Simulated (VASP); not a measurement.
# Sr in VASP: settings compared

One slab, Sr, is run at these levels: PBEsol+D4, PBEsol+rVV10; tasks: relaxation of the atoms.

Everything below comes from runs of VASP 6.6.1. Logs are shortened: lines on timing, memory, paths and dates and some standing lists are left out, and cuts for length are marked.

### 1 The structure

The cell holds a slab with vacuum, 3 atoms: a = 4.310 Å, b = 4.310 Å, c = 22.050 Å, α = 90.00°, β = 90.00°, γ = 120.00°.

The slab is cut from a database's or a generator's crystal, which needn't be the stable form of the element.

### 2 Relaxation of the atoms, PBEsol+D4

File INCAR:

```
SYSTEM = Sr
PREC = Accurate ; ENCUT = 520
EDIFF = 1E-6 ; ISMEAR = -1
SIGMA = 0.05 ; LREAL = .False.
LASPH = .True. ; NELM = 60
ALGO = Normal ; ISIF = 2
LWAVE = .False. ; LCHARG = .False.
LDIPOL = .True. ; IDIPOL = 3
DIPOL = 0.5 0.5 0.500 ; GGA = PS
IVDW = 13 ; IBRION = 2
NSW = 40 ; EDIFFG = -0.02
```

File KPOINTS:

```
Automatic mesh
0
Gamma
  7 7 1
  0 0 0
```

File POSCAR:

```
Sr
1.0
    4.3100002206      0.0000000000      0.0000000000
   -2.1550001103      3.7325696815      0.0000000000
    0.0000000000      0.0000000000     22.0500000000
Sr
3
Selective dynamics
Direct
    0.3333333333      0.6666666666      0.3401360544  F F F
    0.6666666667      0.3333333334      0.5000000000  T T T
    0.3333333333      0.6666666666      0.6598639456  T T T
```

Potentials or basis: VASP PAW PBE potentials, release 64 (Sr_sv).

Launch:

```sh
> cat potpaw_PBE.64/Sr_sv/POTCAR > POTCAR
> mpirun -np 1 vasp_std > vasp.out
```

OUTCAR:

```text
SYSTEM = Sr
   PREC = Accurate
   ENCUT = 520
   EDIFF = 1E-6
   ISMEAR = -1
   LREAL = .False.
   LASPH = .True.
   NELM = 60
   ISIF = 2
   GGA = PS
   IVDW = 13
   IBRION = 2
   NSW = 40
   EDIFFG = -0.02

 ion  position               nearest neighbor table
   1  0.333  0.667  0.340-   2 4.31   2 4.31   2 4.31
   2  0.667  0.333  0.500-   1 4.31   3 4.31   1 4.31   3 4.31   1 4.31   3 4.31
   3  0.333  0.667  0.660-   2 4.31   2 4.31   2 4.31

  LATTYP: Found a hexagonal cell.
 ALAT       =     4.3100002206
 C/A-ratio  =     5.1160090189

  Lattice vectors:

 A1 = (   4.3100002206,   0.0000000000,   0.0000000000)
 A2 = (  -2.1550001103,   3.7325696815,   0.0000000000)
 A3 = (   0.0000000000,   0.0000000000,  22.0500000000)

Analysis of symmetry for initial positions (statically):
=====================================================================
 Subroutine PRICEL returns:
 Original cell was already a primitive cell.

 Routine SETGRP: Setting up the symmetry group for a
 hexagonal supercell.

 Subroutine GETGRP returns: Found 12 space group operations
 (whereof 12 operations were pure point group operations)
 out of a pool of 24 trial point group operations.

The static configuration has the point symmetry D_3h.

Analysis of symmetry for dynamics (positions and initial velocities):
=====================================================================
 Subroutine PRICEL returns:
 Original cell was already a primitive cell.

 Routine SETGRP: Setting up the symmetry group for a
 hexagonal supercell.

 Subroutine GETGRP returns: Found 12 space group operations
 (whereof 12 operations were pure point group operations)
 out of a pool of 24 trial point group operations.

The dynamic configuration has the point symmetry D_3h.

Analysis of constrained symmetry for selective dynamics:
=====================================================================
 Subroutine PRICEL returns:
 Original cell was already a primitive cell.

 Routine SETGRP: Setting up the symmetry group for a
 hexagonal supercell.

 Subroutine GETGRP returns: Found  6 space group operations
 (whereof  6 operations were pure point group operations)
 out of a pool of 24 trial point group operations.

The constrained configuration has the point symmetry C_3v.

 Subroutine INISYM returns: Found  6 space group operations
 (whereof  6 operations are pure point group operations),
 and found     1 'primitive' translations

----------------------------------------------------------------------------------------

                                     Primitive cell

  volume of cell :     354.7266

  direct lattice vectors                    reciprocal lattice vectors
     4.310000221  0.000000000  0.000000000     0.232018550  0.133955972  0.000000000
    -2.155000110  3.732569681  0.000000000     0.000000000  0.267911944  0.000000000
     0.000000000  0.000000000 22.050000000     0.000000000  0.000000000  0.045351474

  length of vectors
     4.310000221  4.310000221 22.050000000     0.267911944  0.267911944  0.045351474

  position of ions in fractional coordinates (direct lattice)
     0.333333333  0.666666667  0.340136054
     0.666666667  0.333333333  0.500000000
     0.333333333  0.666666667  0.659863946

  ion indices of the primitive-cell ions
   primitive index   ion index
                 1           1
                 2           2
                 3           3

----------------------------------------------------------------------------------------

 KPOINTS: Automatic mesh

Automatic generation of k-mesh.
 Grid dimensions read from file:
 generate k-points for:    7    7    1

 Generating k-lattice:

  Cartesian coordinates                     Fractional coordinates (reciprocal lattice)
     0.033145507  0.019136567  0.000000000     0.142857143  0.000000000  0.000000000
     0.000000000  0.038273135  0.000000000     0.000000000  0.142857143  0.000000000
     0.000000000  0.000000000  0.045351474     0.000000000  0.000000000  1.000000000

  Length of vectors
     0.038273135  0.038273135  0.045351474

  Shift w.r.t. Gamma in fractional coordinates (k-lattice)
     0.000000000  0.000000000  0.000000000

 Subroutine IBZKPT returns following result:
 ===========================================

 Found      8 irreducible k-points:

 Following reciprocal coordinates:
            Coordinates               Weight
  0.000000  0.000000  0.000000      1.000000
  0.142857  0.000000  0.000000      6.000000
  0.285714  0.000000  0.000000      6.000000
  0.428571  0.000000  0.000000      6.000000
  0.142857  0.142857  0.000000      6.000000
  0.285714  0.142857  0.000000     12.000000
  0.428571  0.142857  0.000000      6.000000
  0.285714  0.285714  0.000000      6.000000
   k-points           NKPTS =      8   k-points in BZ     NKDIM =      8   number of bands    NBANDS=     19
   number of dos      NEDOS =    301   number of ions     NIONS =      3
   total plane-waves  NPLWV = 172032
   dimension x,y,z NGX =    32 NGY =   32 NGZ =  168
   dimension x,y,z NGXF=    64 NGYF=   64 NGZF=  336
   ions per type =               3
   NGX,Y,Z   is equivalent  to a cutoff of  12.34, 12.34, 12.67 a.u.
   NGXF,Y,Z  is equivalent  to a cutoff of  24.69, 24.69, 25.33 a.u.
 SYSTEM =  Sr
   PREC   = accura    normal or accurate (medium, high low for compatibility)
   ISTART =      0    job   : 0-new  1-cont  2-samecut
   ICHARG =      2    charge: 1-file 2-atom 10-const
   ISPIN  =      1    spin polarized calculation?
   LNONCOLLINEAR =      F non collinear calculations
   LSORBIT =      F    spin-orbit coupling
   LASPH  =      T    aspherical Exc in radial PAW
   ENCUT  =  520.0 eV  38.22 Ry    6.18 a.u.   8.01  8.01 41.00*2*pi/ulx,y,z
   NELM   =     60;   NELMIN=  2; NELMDL= -5     # of ELM steps
   EDIFF  = 0.1E-05   stopping-criterion for ELM
   LREAL  =      F    real-space projection
   EDIFFG = -.2E-01   stopping-criterion for IOM
   NSW    =     40    number of steps for IOM
   IBRION =      2    ionic relax: 0-MD 1-quasi-New 2-CG
   NFREE  =      1    steps in history (QN), initial steepest desc. (CG)
   ISIF   =      2    stress and relaxation
   ISYM   =      2    0-nonsym 1-usesym 2-fastsym
   POTIM  = 0.5000    time-step for ionic-motion
   TEBEG  =    0.0;   TEEND  =   0.0 temperature during run
   PSTRESS=    0.0 pullay stress
   NELECT =      30.0000    total number of electrons
   NUPDOWN=      -1.0000    fix difference up-down
   EMIN   =  10.00;   EMAX   =-10.00  energy-range for DOS
   EFERMI =   0.00;   METHOD = LEGACY
   ISMEAR =    -1;   SIGMA  =   0.05  broadening in eV -4-tet -1-fermi 0-gaus
   EFERMI_NEDOS =   21; number of points for ismear=-14 and -15
   IALGO  =     38    algorithm
   IMIX   =      4    mixing-type and parameters
     AMIX     =   0.40;   BMIX     =  1.00
     AMIX_MAG =   1.60;   BMIX_MAG =  1.00
  volume/ion in A,a.u.               =     118.24       797.94
  Fermi-wavevector in a.u.,A,eV,Ry     =   0.718595  1.357947  7.025753  0.516378
  Thomas-Fermi vector in A             =   1.807573
   LORBIT       =      0    0 simple, 1 ext, 2 COOP (PROOUT), +10 PAW based schemes
   GGA     = PS    functional components
   LHFCALC =     F    Hartree Fock is set to
   AEXX    =    0.0000 exact exchange contribution
   IVDW    =    13    specifies the selected vdW correction
   LEPSILON=     F    determine dielectric tensor
   LRPA    =     F    only Hartree local field effects (RPA)
 conjugate gradient relaxation of ions
 non-spin polarized calculation
  energy-cutoff  :      520.00
  volume of cell :      354.73
 maximum number of plane-waves:      9586
   NGX = 17   NGY = 17   NGZ = 81

--------------------------------------- Ionic step        1  -------------------------------------------

 number of electron      30.0000000 magnetization

 Free energy of the ion-electron system (eV)
  ---------------------------------------------------
  ext. energy  EPLUGINS =         0.00000000
  ---------------------------------------------------
  free energy    TOTEN  =        -4.74175809 eV

  energy without entropy =       -4.70705928  energy(sigma->0) =       -4.72440869

------------------------ aborting loop because EDIFF is reached ----------------------------------------

  DFT-D4 for vdW energy calculation

  Edisp (eV):   -0.16580

  FORCE on cell =-STRESS in cart. coord.  units (eV):
  Direction    XX          YY          ZZ          XY          YZ          ZX
  --------------------------------------------------------------------------------------
  -------------------------------------------------------------------------------------
  Total      -1.12403    -1.12403    -0.99702     0.00000     0.00000     0.00000
  in kB      -5.07685    -5.07685    -4.50318     0.00000     0.00000     0.00000
  external pressure =       -4.89 kB  Pullay stress =        0.00 kB
[... 100 lines left out ...]
  FREE ENERGIE OF THE ION-ELECTRON SYSTEM (eV)
  ---------------------------------------------------
  free  energy   TOTEN  =        -4.9111527101 eV

  energy  without entropy=       -4.8761997731  energy(sigma->0) =       -4.89367624

 vacuum level on the upper side and lower side of the slab       (xc-potential included)        -0.033         0.020

 vacuum level on the upper side and lower side of the slab       (xc-potential included)         0.372         0.505

[... ionic steps 4 to 7 ...]

--------------------------------------- Ionic step        8  -------------------------------------------

 number of electron      30.0000000 magnetization

------------------------ aborting loop because EDIFF is reached ----------------------------------------

  DFT-D4 for vdW energy calculation

  Edisp (eV):   -0.16888
[... 67 lines left out ...]
  FREE ENERGIE OF THE ION-ELECTRON SYSTEM (eV)
  ---------------------------------------------------
  free  energy   TOTEN  =        -4.9346775858 eV

  energy  without entropy=       -4.9018528135  energy(sigma->0) =       -4.91826520

 dipolmoment           0.000000      0.000000      0.034912 electrons x Angstroem

--------------------------------------- Ionic step       10  -------------------------------------------

 number of electron      30.0000000 magnetization

 dipolmoment           0.000000      0.000000     -0.000103 electrons x Angstroem

 Free energy of the ion-electron system (eV)
  ---------------------------------------------------
  ext. energy  EPLUGINS =         0.00000000
  ---------------------------------------------------
  free energy    TOTEN  =        -4.77090850 eV

  energy without entropy =       -4.74086349  energy(sigma->0) =       -4.75588599

 E-fermi :  -0.5225     XC(G=0):  -4.1015

 val. band max:       -0.5345572046   @ k =   0.2857   0.2857   0.0000
 cond. band min:      -0.4551035482   @ k =   0.2857   0.2857   0.0000
 fundamental gap:      0.0794536564
 Fermi energy:        -0.5225457107

 k-point     1 :       0.0000    0.0000    0.0000
  band No.  band energies     occupation
      1     -37.4592      2.00000
      2     -37.4547      2.00000
      3     -37.0095      2.00000
      4     -19.5357      2.00000
      5     -19.5201      2.00000
      6     -19.3480      2.00000
[... 11 lines left out ...]
     18       0.5868      0.00000
     19       1.4959      0.00000
[... 139 lines left out ...]
      5     -19.5003      2.00000
      6     -19.4591      2.00000
[... 11 lines left out ...]
     18       0.0468      0.00002
     19       0.1885      0.00000

------------------------ aborting loop because EDIFF is reached ----------------------------------------

 vacuum level on the upper side and lower side of the slab       (xc-potential included)        -0.108        -0.147

  DFT-D4 for vdW energy calculation

  Edisp (eV):   -0.17164

  FORCE on cell =-STRESS in cart. coord.  units (eV):
  Direction    XX          YY          ZZ          XY          YZ          ZX
  --------------------------------------------------------------------------------------
  -------------------------------------------------------------------------------------
  Total      -0.87810    -0.87810    -0.06734     0.00000     0.00000    -0.00000
  in kB      -3.96608    -3.96608    -0.30417     0.00000     0.00000    -0.00000
  external pressure =       -2.75 kB  Pullay stress =        0.00 kB
[... 18 lines left out ...]
  FREE ENERGIE OF THE ION-ELECTRON SYSTEM (eV)
  ---------------------------------------------------
  free  energy   TOTEN  =        -4.9425475832 eV

  energy  without entropy=       -4.9125025671  energy(sigma->0) =       -4.92752508

 reached required accuracy - stopping structural energy minimisation

 vacuum level on the upper side and lower side of the slab         1.869         1.879
```

Wall time 6.6 min (1 thread of Intel Xeon 6975P-C (Granite Rapids), shared host); peak memory 0.45 GiB.

Results:

- Free energy: -4.9425 eV
- Energy gained by relaxing: 11.7 meV/atom
- Ionic steps: 10
- Band gap on the k mesh: 0.08 eV, direct
- Dispersion energy per atom: -0.057 eV

The path:
```csv
step,energy change (eV),largest force (eV/Å),pressure (GPa)
1,0.0000,0.1401,-0.49
2,-0.0009,0.1405,-0.49
3,-0.0036,0.1417,-0.48
4,-0.0082,0.1446,-0.46
5,-0.0145,0.1500,-0.42
6,-0.0122,0.2448,-0.32
7,-0.0162,0.1538,-0.38
8,-0.0193,0.1429,-0.38
9,-0.0271,0.1061,-0.34
10,-0.0350,0.0141,-0.27
```

Final structure:
```
Sr
1.0
     4.31000    0.00000    0.00000
    -2.15500    3.73257    0.00000
     0.00000    0.00000   22.05000
Sr
3
Direct
  0.33333 0.66667 0.34014
  0.66667 0.33333 0.49052
  0.33333 0.66667 0.64033
```

Levels at points of the mesh, in eV from the valence-band top:
| k point | band 12 | band 13 | band 14 | band 15 | band 16 | band 17 | band 18 | band 19 |
| --- | --- | --- | --- | --- | --- | --- | --- | --- |
| (0.00, 0.00, 0.00) | -18.40 | -3.50 | -2.76 | -1.69 | 0.13 | 0.39 | 1.12 | 2.03 |

Caveat: the PAW data sets were made with another functional, which shifts forces and pressure a little.

### 3 Relaxation of the atoms, PBEsol+rVV10

Changes to INCAR since step 2:

```diff
@@ -9,3 +9,5 @@
 DIPOL = 0.5 0.5 0.500 ; GGA = PS
-IVDW = 13 ; IBRION = 2
-NSW = 40 ; EDIFFG = -0.02
+LUSE_VDW = .True. ; IVDW_NL = 2
+BPARAM = 20.0 ; CPARAM = 0.0093
+IBRION = 2 ; NSW = 40
+EDIFFG = -0.02
```

KPOINTS is that of step 2.

POSCAR is that of step 2.

Potentials or basis: VASP PAW PBE potentials, release 64 (Sr_sv).

Launch:

```sh
> cat potpaw_PBE.64/Sr_sv/POTCAR > POTCAR
> mpirun -np 1 vasp_std > vasp.out
```

Wall time 39 min (1 thread of Intel Xeon 6975P-C (Granite Rapids), shared host); peak memory 1.1 GiB.

It converged, with:

- Free energy: -4.3378 eV
- Energy gained by relaxing: 10.2 meV/atom
- Ionic steps: 10
- Band gap on the k mesh: 0.08 eV, direct

Step by step:
| step | energy change (eV) | largest force (eV/Å) | pressure (GPa) |
| --- | --- | --- | --- |
| 1 | 0.0000 | 0.1307 | -0.46 |
| 2 | -0.0008 | 0.1314 | -0.45 |
| 3 | -0.0031 | 0.1324 | -0.44 |
| 4 | -0.0072 | 0.1347 | -0.43 |
| 5 | -0.0126 | 0.1396 | -0.39 |
| 6 | -0.0109 | 0.2242 | -0.30 |
| 7 | -0.0141 | 0.1431 | -0.36 |
| 8 | -0.0169 | 0.1331 | -0.35 |
| 9 | -0.0238 | 0.0986 | -0.32 |
| 10 | -0.0307 | 0.0138 | -0.26 |

Final structure:
```xyz
3
Lattice="4.3100 0.0000 0.0000 -2.1550 3.7326 0.0000 0.0000 0.0000 22.0500" Properties=species:S:1:pos:R:3 pbc="T T T"
Sr    0.0000    2.4884    7.5000
Sr    2.1550    1.2442   10.8274
Sr    0.0000    2.4884   14.1436
```

Levels at points of the mesh, in eV from the valence-band top:
```
           k point  band 13  band 14  band 15  band 16  band 17  band 18
(0.00, 0.00, 0.00)    -3.51    -2.76    -1.70     0.11     0.37     1.10
```

Caveat: the PAW data sets were made with another functional, which shifts forces and pressure a little.
